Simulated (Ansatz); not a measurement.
# AlCu3 under pressure

All numbers below come from DFT r2SCAN, scalar-relativistic, plane waves, PAW in Ansatz. Run with 500 eV cutoff, 12×12×12 k-mesh, Gaussian smearing of 0.10 eV, no spin polarisation.

Starting point, cell and atoms relaxed:

```yaml
crystal:
  lattice:
    - [0.00000, 2.89067, 2.89067]
    - [2.89067, 0.00000, 2.89067]
    - [2.89067, 2.89067, 0.00000]
  atoms:
    - { symbol: Al, position: [0.00000, 0.00000, 0.00000] }
    - { symbol: Cu, position: [0.50000, 0.50000, 0.50000] }
    - { symbol: Cu, position: [0.25000, 0.25000, 0.25000] }
    - { symbol: Cu, position: [0.75000, 0.75000, 0.75000] }
```

Cell and atoms are relaxed at each pressure within the symmetry of the start, at zero temperature, so transitions that lower the symmetry aren't seen. The k-mesh given is that at zero pressure and may differ at others. a, b and c are the lengths of the cell vectors above.

```csv
P (GPa),V (Å³/atom),V/V0,a (Å),b (Å),c (Å)
-2,12.24,1.014,4.107,4.107,4.107
0,12.08,1.000,4.088,4.088,4.088
2,11.92,0.987,4.071,4.071,4.071
5,11.71,0.969,4.046,4.046,4.046
10,11.40,0.944,4.010,4.010,4.010
20,10.89,0.901,3.949,3.949,3.949
40,10.13,0.839,3.855,3.855,3.855
```

Problem. What bulk modulus and pressure derivative fit these points?

Solution. A third-order Birch–Murnaghan fit gives B0 = 151 GPa and B0' = 4.6.